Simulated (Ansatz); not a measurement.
A relaxation computed with Ansatz, from input to last step.

```yaml
crystal:
  lattice:
    - [3.2761977964, 0.0, 0.0]
    - [-1.6380988982, 2.8372705195, 0.0]
    - [0.0, 0.0, 12.7317697643]
  atoms:
    - { symbol: Mo, position: [0.3333333333, 0.6666666667, 0.25] }
    - { symbol: Mo, position: [0.6666666667, 0.3333333333, 0.75] }
    - { symbol: Se, position: [0.3333333333, 0.6666666667, 0.618476104] }
    - { symbol: Se, position: [0.6666666667, 0.3333333333, 0.118476104] }
    - { symbol: Se, position: [0.3333333333, 0.6666666667, 0.881523896] }
    - { symbol: Se, position: [0.6666666667, 0.3333333333, 0.381523896] }
basis:
  ecutwfc: 420
kpoints:
  mp_grid: { grid: [12, 12, 2] }
hamiltonian:
  xc: pbe
scf:
  occupations: { method: gaussian, width: 0.02 }
output:
  forces: true
  stress: true
  eigenvalues: true
relax:
  adjacent_minimum: "off"
  f_tol: 0.005
  max_steps: 50
  cell: { stress_tol: 0.05 }
```

```bash
ansatz run input.yaml --threads 2 --pin off --max-ram 5120MiB --backend cpu --events-out ev --progress --plain --runs-dir out
```

Computed with Ansatz 0.2.0, DFT PBE, scalar-relativistic, plane waves, PAW.

Of 15 frames 10 are shown, positions in Å and forces in eV/Å; the SCF threshold varies from step to step. Steps run on the plane waves of an earlier cell, with a Pulay correction in the pressure. The basis is chosen afresh for the last frame, the zero of the energies, and at times for earlier ones too; energy and pressure step there, also at an unchanged geometry. The mark taken_back stands on steps that the optimiser undid.

```xyz
6
Lattice="3.2762 0.0000 0.0000 -1.6381 2.8373 0.0000 0.0000 0.0000 12.7318" Properties=species:S:1:pos:R:3:forces:R:3 pbc="T T T" step=1 free_energy_over_end_meV_per_atom=28.19 pressure_GPa=3.98
Mo    0.0000    1.8915    3.1829    0.0000    0.0000    0.0000
Mo    1.6381    0.9458    9.5488    0.0000    0.0000    0.0000
Se    0.0000    1.8915    7.8743    0.0000    0.0000    0.0049
Se    1.6381    0.9458    1.5084    0.0000    0.0000    0.0049
Se    0.0000    1.8915   11.2234    0.0000    0.0000   -0.0049
Se    1.6381    0.9458    4.8575    0.0000    0.0000   -0.0049
6
Lattice="3.3285 0.0000 0.0000 -1.6643 2.8826 0.0000 0.0000 0.0000 13.6356" Properties=species:S:1:pos:R:3:forces:R:3 pbc="T T T" step=3 free_energy_over_end_meV_per_atom=3.94 pressure_GPa=0.29
Mo    0.0000    1.9217    3.4089    0.0000    0.0000    0.0000
Mo    1.6643    0.9609   10.2267    0.0000    0.0000    0.0000
Se    0.0000    1.9217    8.5652    0.0000    0.0000   -0.0461
Se    1.6643    0.9609    1.7474    0.0000    0.0000   -0.0461
Se    0.0000    1.9217   11.8882    0.0000    0.0000    0.0461
Se    1.6643    0.9609    5.0704    0.0000    0.0000    0.0461
6
Lattice="3.3192 0.0000 0.0000 -1.6596 2.8745 0.0000 0.0000 0.0000 13.8803" Properties=species:S:1:pos:R:3:forces:R:3 pbc="T T T" step=4 free_energy_over_end_meV_per_atom=2.49 pressure_GPa=0.36
Mo    0.0000    1.9163    3.4701    0.0000    0.0000    0.0000
Mo    1.6596    0.9582   10.4103    0.0000    0.0000    0.0000
Se    0.0000    1.9163    8.7426    0.0000    0.0000   -0.0099
Se    1.6596    0.9582    1.8025    0.0000    0.0000   -0.0099
Se    0.0000    1.9163   12.0779    0.0000    0.0000    0.0099
Se    1.6596    0.9582    5.1377    0.0000    0.0000    0.0099
6
Lattice="3.3209 0.0000 0.0000 -1.6604 2.8759 0.0000 0.0000 0.0000 14.3496" Properties=species:S:1:pos:R:3:forces:R:3 pbc="T T T" step=6 free_energy_over_end_meV_per_atom=1.50 pressure_GPa=0.07
Mo    0.0000    1.9173    3.5874    0.0000    0.0000    0.0000
Mo    1.6604    0.9586   10.7622    0.0000    0.0000    0.0000
Se    0.0000    1.9173    9.0944    0.0000    0.0000   -0.0096
Se    1.6604    0.9586    1.9196    0.0000    0.0000   -0.0096
Se    0.0000    1.9173   12.4300    0.0000    0.0000    0.0096
Se    1.6604    0.9586    5.2552    0.0000    0.0000    0.0096
6
Lattice="3.3218 0.0000 0.0000 -1.6609 2.8767 0.0000 0.0000 0.0000 14.3643" Properties=species:S:1:pos:R:3:forces:R:3 pbc="T T T" step=7 free_energy_over_end_meV_per_atom=1.52 pressure_GPa=-0.15 taken_back
Mo    0.0000    1.9178    3.5911    0.0000    0.0000    0.0000
Mo    1.6609    0.9589   10.7733    0.0000    0.0000    0.0000
Se    0.0000    1.9178    9.1031    0.0000    0.0000    0.0329
Se    1.6609    0.9589    1.9209    0.0000    0.0000    0.0329
Se    0.0000    1.9178   12.4434    0.0000    0.0000   -0.0329
Se    1.6609    0.9589    5.2613    0.0000    0.0000   -0.0329
6
Lattice="3.3214 0.0000 0.0000 -1.6607 2.8764 0.0000 0.0000 0.0000 14.3569" Properties=species:S:1:pos:R:3:forces:R:3 pbc="T T T" step=9 free_energy_over_end_meV_per_atom=0.57 pressure_GPa=0.07
Mo    0.0000    1.9176    3.5892    0.0000    0.0000    0.0000
Mo    1.6607    0.9588   10.7677    0.0000    0.0000    0.0000
Se    0.0000    1.9176    9.0994    0.0000    0.0000    0.0012
Se    1.6607    0.9588    1.9210    0.0000    0.0000    0.0012
Se    0.0000    1.9176   12.4359    0.0000    0.0000   -0.0012
Se    1.6607    0.9588    5.2575    0.0000    0.0000   -0.0012
6
Lattice="3.3203 0.0000 0.0000 -1.6601 2.8755 0.0000 0.0000 0.0000 14.5892" Properties=species:S:1:pos:R:3:forces:R:3 pbc="T T T" step=10 free_energy_over_end_meV_per_atom=0.29 pressure_GPa=0.08
Mo    0.0000    1.9170    3.6473    0.0000    0.0000    0.0000
Mo    1.6601    0.9585   10.9419    0.0000    0.0000    0.0000
Se    0.0000    1.9170    9.2733    0.0000    0.0000   -0.0023
Se    1.6601    0.9585    1.9787    0.0000    0.0000   -0.0023
Se    0.0000    1.9170   12.6105    0.0000    0.0000    0.0023
Se    1.6601    0.9585    5.3159    0.0000    0.0000    0.0023
6
Lattice="3.3207 0.0000 0.0000 -1.6604 2.8758 0.0000 0.0000 0.0000 14.9618" Properties=species:S:1:pos:R:3:forces:R:3 pbc="T T T" step=12 free_energy_over_end_meV_per_atom=0.13 pressure_GPa=0.01
Mo    0.0000    1.9172    3.7405    0.0000    0.0000    0.0000
Mo    1.6604    0.9586   11.2214    0.0000    0.0000    0.0000
Se    0.0000    1.9172    9.5525    0.0000    0.0000    0.0018
Se    1.6604    0.9586    2.0716    0.0000    0.0000    0.0018
Se    0.0000    1.9172   12.8903    0.0000    0.0000   -0.0018
Se    1.6604    0.9586    5.4093    0.0000    0.0000   -0.0018
6
Lattice="3.3204 0.0000 0.0000 -1.6602 2.8755 0.0000 0.0000 0.0000 15.1089" Properties=species:S:1:pos:R:3:forces:R:3 pbc="T T T" step=13 free_energy_over_end_meV_per_atom=0.14 pressure_GPa=0.03
Mo    0.0000    1.9170    3.7772    0.0000    0.0000    0.0000
Mo    1.6602    0.9585   11.3317    0.0000    0.0000    0.0000
Se    0.0000    1.9170    9.6630    0.0000    0.0000   -0.0035
Se    1.6602    0.9585    2.1085    0.0000    0.0000   -0.0035
Se    0.0000    1.9170   13.0004    0.0000    0.0000    0.0035
Se    1.6602    0.9585    5.4459    0.0000    0.0000    0.0035
6
Lattice="3.3208 0.0000 0.0000 -1.6604 2.8759 0.0000 0.0000 0.0000 15.1645" Properties=species:S:1:pos:R:3:forces:R:3 pbc="T T T" step=15 free_energy_over_end_meV_per_atom=0.00 pressure_GPa=-0.01
Mo    0.0000    1.9173    3.7911    0.0000    0.0000    0.0000
Mo    1.6604    0.9586   11.3734    0.0000    0.0000    0.0000
Se    0.0000    1.9173    9.7046    0.0000    0.0000   -0.0005
Se    1.6604    0.9586    2.1224    0.0000    0.0000   -0.0005
Se    0.0000    1.9173   13.0421    0.0000    0.0000    0.0005
Se    1.6604    0.9586    5.4599    0.0000    0.0000    0.0005
```

Time: 110 s on 2 threads of Arm Neoverse V2, with other jobs on the host, peak memory 0.57 GiB.

The cell holds layers, and where no dispersion correction was added their binding is poorly described.